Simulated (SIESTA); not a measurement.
Crystal: C.

```
C
1.0
     0.00000    1.78337    1.78337
     1.78337    0.00000    1.78337
     1.78337    1.78337    0.00000
C
2
Direct
  0.75000 0.75000 0.75000
  0.50000 0.50000 0.50000
```

This isn't the form of C at room conditions, which is graphite.

Base run:

* Program: SIESTA 5.4.2
* Functional: PBE
* Potentials or basis: PseudoDojo 0.4 standard (PBE files)
* Basis: DZP (energy shift 0.003 Ry)
* Grid cutoff: 500 Ry
* Energy shift: 0.003 Ry
* k mesh: 13 × 13 × 13
* Occupations: fermi-dirac, width 0.05 eV
* Spin: no spin polarisation

Its results: band gap on the k mesh 4.29 eV, indirect (least direct gap 5.69 eV); pressure 10.3 GPa.

The run is repeated on the same cell with these changes: functional from PBE to vdW-DF-cx. What comes out?

Band gap on the k mesh 4.23 eV, indirect (least direct gap 5.67 eV); pressure 8.4 GPa.

Caveats: the basis of atomic orbitals isn't converged, which shifts pressures, moduli and gaps; an odd mesh through Γ misses points on the zone boundary, where band edges often lie (some runs); the potentials were made for another functional, which shifts forces and pressure (some runs).

Not every run made on this cell is shown here.
